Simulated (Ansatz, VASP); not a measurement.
## Two plane-wave programs on Cs2AgBiBr6

Contents of INCAR:

```
  ALGO = Normal
  EDIFF = 1E-7
  EDIFFG = -0.01
  ENCUT = 600
  GGA = PE
  IBRION = 2
  ISIF = 3
  ISMEAR = -1
  LASPH = T
  LCHARG = F
  LREAL = F
  LWAVE = F
  NELM = 100
  NSW = 60
  PREC = Accurate
  PSTRESS = 0
  SIGMA = 0.05
```

The input KPOINTS:

```
k-points
0
Gamma
  3 3 3
```

POSCAR

```
Cs2AgBiBr6
1.0
    0.0000000000      5.6161000000      5.6161000000
    5.6161000000      0.0000000000      5.6161000000
    5.6161000000      5.6161000000      0.0000000000
Bi Cs Ag Br
1 2 1 6
Direct
    0.0000000000      0.0000000000      0.0000000000
    0.7500000000      0.7500000000      0.7500000000
    0.2500000000      0.2500000000      0.2500000000
    0.5000000000      0.5000000000      0.5000000000
    0.7494500000      0.7494500000      0.2505500000
    0.2505500000      0.2505500000      0.7494500000
    0.7494500000      0.2505500000      0.2505500000
    0.7494500000      0.2505500000      0.7494500000
    0.2505500000      0.7494500000      0.7494500000
    0.2505500000      0.7494500000      0.2505500000
```

The input input.yaml:

```yaml
crystal:
  lattice:
    - [0.0, 5.6161, 5.6161]
    - [5.6161, 0.0, 5.6161]
    - [5.6161, 5.6161, 0.0]
  atoms:
    - { symbol: Bi, position: [0.0, 0.0, 0.0] }
    - { symbol: Cs, position: [0.75, 0.75, 0.75] }
    - { symbol: Cs, position: [0.25, 0.25, 0.25] }
    - { symbol: Ag, position: [0.5, 0.5, 0.5] }
    - { symbol: Br, position: [0.74945, 0.74945, 0.25055] }
    - { symbol: Br, position: [0.25055, 0.25055, 0.74945] }
    - { symbol: Br, position: [0.74945, 0.25055, 0.25055] }
    - { symbol: Br, position: [0.74945, 0.25055, 0.74945] }
    - { symbol: Br, position: [0.25055, 0.74945, 0.74945] }
    - { symbol: Br, position: [0.25055, 0.74945, 0.25055] }
hamiltonian:
  xc: pbe
  pseudopotentials: { kind: paw }
kpoints:
  mp_grid: { grid: [3, 3, 3] }
scf:
  occupations: { method: fermi_dirac, width: 0.05 }
output:
  forces: true
  stress: true
  eigenvalues: true
  write_density: true
  write_potential: true
  elf: true
  volumetric_format: npy
relax:
  f_tol: 0.01
  max_steps: 40
  cell: { stress_tol: 0.05 }
```

Alike in both runs: task relaxation of cell and atoms; functional PBE; k mesh 3 × 3 × 3; occupations fermi-dirac, width 0.05 eV; no spin polarisation.

```csv
,VASP,Ansatz
version,VASP 6.6.1,Ansatz 0.2.0
potentials or method,"VASP PAW PBE potentials, release 64 (Bi_d, Cs_sv, Ag, Br)",Ansatz PAW
plane-wave cutoff (eV),600,420
valence electrons in the cell,86,94
```

Ansatz gave:

```
gap on the k mesh at the Fermi level, each at its own relaxed structure (eV) : 1.90
relaxed volume (Å³/atom)                                                     : 37.86
relaxed cell length with the largest relative difference (Å)                 : 8.121
energy change over the relaxation (meV/atom)                                 : -14
```

Task: What did VASP give for the same quantities?

Result: gap on the k mesh at the Fermi level, each at its own relaxed structure (eV): 1.90; relaxed volume (Å³/atom): 37.75; relaxed cell length with the largest relative difference (Å): 8.112; energy change over the relaxation (meV/atom): -14.

The two sets of potentials don't hold the same shells in valence.

Caveats: spin-orbit coupling is left out, which as a rule narrows the gap of such compounds by several tenths of an eV; an odd mesh through Γ misses points on the zone boundary, where band edges often lie (VASP); odd divisions of the mesh miss points on the zone boundary, where band edges often lie, so the gap on the mesh can be too wide (Ansatz); the plane-wave basis is chosen anew once the cell has moved, so the energies of steps on either side of that aren't comparable (Ansatz). PBE usually gives volumes a little too large and moduli too small. PBE gaps usually lie below the measured ones, often by a third to a half.
